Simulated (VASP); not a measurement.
Fe, 1 atom in the cell. Symmetry: Im-3m, No. 229, cubic system. Conventional cell: a = 2.867 Å, b = 2.867 Å, c = 2.867 Å, α = 90.00°, β = 90.00°, γ = 90.00°. Around Fe (site symmetry m-3m) lie 8 Fe at 2.48 Å. 

- Program: VASP 6.6.1
- Task: single point
- Functional: PBE
- Potentials or basis: VASP PAW PBE potentials, release 64 (Fe)
- Cutoff: 520 eV
- k mesh: 36 × 36 × 36
- Occupations: fermi-dirac, width 0.1 eV
- Spin: collinear spin, ferromagnetic start
- Starting moments: [3.0] μB
- Further INCAR settings: ALGO = Normal; EDIFF = 1e-07

Potentials or basis: VASP PAW PBE potentials, release 64 (Fe).

The run is started by

```bash
$ cat potpaw_PBE.64/Fe/POTCAR > POTCAR
$ mpirun -np 1 vasp_std > vasp.out
```

Hardware: 1 thread of Intel(R) Xeon(R) Platinum 8259CL CPU @ 2.50GHz (Skylake/Cascade Lake) (shared host).

How long does it take, and how much memory?

Run time: 3.8 min on 1 thread of Intel(R) Xeon(R) Platinum 8259CL CPU @ 2.50GHz (Skylake/Cascade Lake) (shared host), peak memory 0.34 GiB. Counts: scf iterations 16, k points 1240.
